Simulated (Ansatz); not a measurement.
Theory: DFT, PBE, plane waves (420 eV) with PAW, scalar-relativistic (Ansatz 0.2.0).

An element in the hcp structure gives this curve. The cell is scaled uniformly from the relaxed one, with fractional coordinates and shape fixed. Energies are extrapolated to zero smearing, pressures are those at the given smearing. Magnetic state: spin not included.

```
V (Å³/atom)  E − E₀ (meV/atom)  P (GPa)
     16.454              161.2    25.98
     17.202               65.9    15.60
     17.949               14.7     7.03
     18.697                0.0    -0.06
     19.445               15.5    -5.92
     20.193               55.9   -10.76
     20.941              116.9   -14.75
```

Which element is it?
A. molybdenum
B. niobium
C. lithium
D. titanium

B. Its fit is V₀ = 18.66 Å³/atom, B₀ = 162 GPa, B₀′ = 3.7.
